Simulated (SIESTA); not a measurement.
The system is NaCl.

```
Cl Na
1.0
     0.00000    2.79406    2.79406
     2.79406    0.00000    2.79406
     2.79406    2.79406    0.00000
Cl Na
1 1
Direct
  0.50000 0.50000 0.50000
  0.00000 0.00000 0.00000
```

The cell is a database's computed one.

Base run:

| Quantity | Value |
| --- | --- |
| Program | SIESTA 5.4.2 |
| Functional | AM05 |
| Potentials or basis | PseudoDojo 0.4 standard (PBEsol files) |
| Basis | DZP (energy shift 0.003 Ry; two zetas on semicore shells) |
| Grid cutoff | 800 Ry |
| Energy shift | 0.003 Ry |
| k mesh | 8 × 8 × 8 |
| Occupations | fermi-dirac, width 0.05 eV |
| Spin | no spin polarisation |

Its results: band gap on the k mesh 5.30 eV, direct; pressure 1.4 GPa.

Q: The run is repeated on the same cell with these changes: functional from AM05 to PBEsol. What comes out?

A: Band gap on the k mesh 5.14 eV, direct; pressure 0.4 GPa.

Caveats: the basis of atomic orbitals isn't converged, which shifts pressures, moduli and gaps; the potentials were made for another functional, which shifts forces and pressure (some runs).

Not every run made on this cell is shown here.
